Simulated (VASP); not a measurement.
# Results of a VASP single-point calculation on CdS (strained wurtzite)

POSCAR

```
Cd S
 1.0000000000000000
     4.1646012827280252    0.0000000000288675    0.0000000000000000
    -2.0823006413890126    3.6066505074612953    0.0000000000000000
     0.0000000000000000    0.0000000000000000    6.5630301752999998
 Cd  S
   2   2
Cartesian
 -0.0000000000166667  2.4044336716504864 -0.0320807283267913
  2.0823006413556784  1.2022168358396772  3.2494343593232085
 -0.0000000000166667  2.4044336716504864  2.4932170440642913
  2.0823006413556784  1.2022168358396772  5.7747321317142912
```

- gap between bands v and c: 1.25 eV
- least direct gap: 1.25 eV

Band v is the last that the valence electrons fill when counted band by band, and c is the next. Levels in eV from the top of v:

```csv
point,v−1,v,c,c+1
Γ,-0.04,0.00,1.25,2.57
M,-1.26,-0.83,3.72,3.78
K,-1.85,-1.70,4.82,5.13
A,-0.45,-0.45,2.81,2.81
L,-1.23,-1.23,3.56,3.56
H,-1.02,-1.02,4.55,4.55
```

**Question.** Which of these levels of theory gave these results?
A. PBE
B. PBE with spin–orbit coupling
C. r²SCAN
D. HSE06
E. PBE0
F. PBEsol
G. LDA

**Answer.** A.

The INCAR was:

```
GGA = PE
ISIF = 2
NBANDS = 26
IBRION = -1
LCHARG = .FALSE.
SIGMA = 0.02
EDIFF = 1E-7
PREC = Accurate
ISMEAR = -1
NELM = 120
LASPH = .TRUE.
LREAL = .FALSE.
NSW = 0
LWAVE = .FALSE.
ENCUT = 520
```
